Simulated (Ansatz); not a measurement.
# HgSe: equation of state with PBE

Crystal: HgSe.

```
CELL_PARAMETERS angstrom
0.00000 3.03900 3.03900
3.03900 0.00000 3.03900
3.03900 3.03900 0.00000
ATOMIC_POSITIONS crystal
Hg 0.00000 0.00000 0.00000
Se 0.75000 0.75000 0.75000
```

| Property | Result |
| --- | --- |
| Program | Ansatz 0.2.0 |
| Task | equation of state |
| Functional | PBE |
| Potentials or basis | all-electron LAPW, scalar-relativistic |
| Basis error allowed | 0.0005 eV/atom |
| k mesh | 8 × 8 × 8 |
| Occupations | fermi-dirac, width 0.05 eV |
| Spin | no spin polarisation |

The equilibrium volume is 30.66 Å³/atom (rough: see the caveat). The bulk modulus is 43 GPa (rough).

Energy against volume, from the lowest point:
| volume (Å³/atom) | energy (meV/atom) |
| --- | --- |
| 26.383 | 103.86 |
| 26.944 | 74.12 |
| 27.505 | 50.10 |
| 28.067 | 31.18 |
| 28.628 | 16.84 |
| 29.189 | 6.59 |
| 29.751 | 0.00 |

All runs of the series together: 3.6 min on 1 thread of Intel(R) Xeon(R) Platinum 8259CL CPU @ 2.50GHz (Skylake/Cascade Lake), on a shared host.

Caveat: the minimum lies outside the volumes run. The run has no spin-orbit coupling, so splittings on Hg are missing.
